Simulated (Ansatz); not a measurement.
Crystal: Te.

```
CELL_PARAMETERS angstrom
2.30590 1.33131 1.69095
-2.30590 1.33131 1.69095
0.00000 -2.66263 1.69095
ATOMIC_POSITIONS crystal
Te 0.50000 0.50000 0.50000
```

This isn't the form of Te at room conditions, which is trigonal, of chains.

Base run:

* Program: Ansatz 0.2.0
* Functional: PBEsol
* Potentials or basis: Ansatz PAW
* Cutoff: 420 eV
* Density cutoff: 1680 eV
* k mesh: 7 × 7 × 7
* Occupations: fermi-dirac, width 0.05 eV
* Spin: no spin polarisation

Its results: band gap on the k mesh none (metal or under the smearing width); pressure -0.5 GPa.

Task: The run is repeated on the same cell with these changes: k mesh from 7 × 7 × 7 to 8 × 8 × 8. What comes out?

Result: Band gap on the k mesh none (metal or under the smearing width); pressure 0.0 GPa.

Caveats: the PAW data sets come from PBE, with cores solved anew for the run's functional, which leaves a small shift of forces and pressure; the density of states is complete only up to the lowest level of the last band computed (some runs).

Not every run made on this cell is shown here.
